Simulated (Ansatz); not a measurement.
Crystal: Ge.

```
CELL_PARAMETERS angstrom
-2.49590 2.65086 1.43695
2.49590 -2.65086 1.43695
2.49590 2.65086 -1.43695
ATOMIC_POSITIONS crystal
Ge 0.31406 0.06406 0.25000
Ge 0.68594 0.93594 0.75000
```

This isn't the form of Ge at room conditions, which is diamond.

```yaml
Program: Ansatz 0.2.0
Task: single point
Functional: PBEsol
Potentials_or_basis: all-electron LAPW, scalar-relativistic
Cutoff: 252 eV (chosen from the basis error)
Basis_error_allowed: 0.001 eV/atom
k_mesh: 11 × 11 × 11
Occupations: fermi-dirac, width 0.05 eV
Spin: no spin polarisation
```

On this cell: pressure -2.5 GPa; largest force 0.059 eV/Å; band gap on the k mesh none (metal or under the smearing width).

The same run follows on a disturbed copy (atoms moved at random, drawn with an rms of 0.05 Å):

```
CELL_PARAMETERS angstrom
-2.49590 2.65086 1.43695
2.49590 -2.65086 1.43695
2.49590 2.65086 -1.43695
ATOMIC_POSITIONS crystal
Ge 0.29840 0.03724 0.23933
Ge 0.69452 0.94755 0.75384
```

Task: What changes?

Result: The energy (extrapolated to zero smearing) moves by +4.8 meV/atom; pressure -2.3 GPa; largest force 0.154 eV/Å; band gap on the k mesh none (metal or under the smearing width).

Forces in eV/Å, atoms in the order of the input:
```
Ge   0.146  0.004  0.050
Ge  -0.146 -0.004 -0.050
```

Stress tensor (GPa, compression positive):
```
-1.42  0.00 -0.46
 0.00 -2.75  0.00
-0.46  0.00 -2.68
```
